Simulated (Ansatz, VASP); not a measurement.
**CoO in VASP and in Ansatz**

File INCAR:

```
SYSTEM = CoO
  PREC = Accurate
  ENCUT = 520
  EDIFF = 1E-6
  ISMEAR = -1
  SIGMA = 0.05
  LREAL = .FALSE.
  LASPH = .TRUE.
  NELM = 150
  ALGO = Normal
  ISIF = 2
  LWAVE = .FALSE.
  LCHARG = .TRUE.
  ISPIN = 2
  MAGMOM = 2 0
  LORBIT = 11
  LMAXMIX = 4
  GGA = PE
  LELF = .TRUE.
  LVHAR = .TRUE.
  NBANDS = 18
```

The input KPOINTS:

```
Automatic mesh
0
G
  11 11 11
  0 0 0
```

File POSCAR:

```
CoO
1.0
    0.0000000000      2.1315016600      2.1315016600
    2.1315016600      0.0000000000      2.1315016600
    2.1315016600      2.1315016600      0.0000000000
Co O
1 1
Direct
    0.0000000000      0.0000000000      0.0000000000
    0.5000000000      0.5000000000      0.5000000000
```

File input.yaml:

```yaml
crystal:
  lattice:
    - [0.0, 2.13150166, 2.13150166]
    - [2.13150166, 0.0, 2.13150166]
    - [2.13150166, 2.13150166, 0.0]
  atoms:
    - { symbol: Co, position: [0.0, 0.0, 0.0], spin: 2.0 }
    - { symbol: O, position: [0.5, 0.5, 0.5] }
hamiltonian:
  xc: pbe
  pseudopotentials: { kind: paw }
magnetization:
  spin_polarized: true
kpoints:
  mp_grid: { grid: [11, 11, 11] }
scf:
  occupations: { method: fermi_dirac, width: 0.05 }
output:
  forces: true
  stress: true
  eigenvalues: true
```

Alike in both runs: task single point; functional PBE; k mesh 11 × 11 × 11; occupations fermi-dirac, width 0.05 eV; collinear spin.

|  | VASP | Ansatz |
| --- | --- | --- |
| version | VASP 6.6.1 | Ansatz 0.2.0 |
| potentials or method | VASP PAW PBE potentials, release 64 (Co, O) | Ansatz PAW |
| plane-wave cutoff (eV) | 520 | 420 |
| valence electrons in the cell | 15 | 23 |

```csv
,VASP,Ansatz,Ansatz less VASP
gap on the k mesh at the Fermi level (eV),none,none,-
pressure (GPa),-2.4,-1.9,+0.50
net moment per atom (μB),1.45,1.46,+0.015
size of the moment on the site where the two differ most (μB),2.55,2.49,-0.060
```

Site moments also hang on the region over which each program counts them. A gap of «none» marks a metal or a gap that the smearing closes. With one functional, cell and mesh, what is left measures potentials, basis and numerics. The two sets of potentials don't hold the same shells in valence.

Caveats: a cell with one magnetic atom can't hold antiferromagnetic order, which such compounds often take; semilocal functionals often make such compounds metallic where correlation or magnetic order opens a gap, which also shifts bond lengths; the pressure holds a Pulay correction of +0.7 GPa for the finite cutoff (Ansatz).
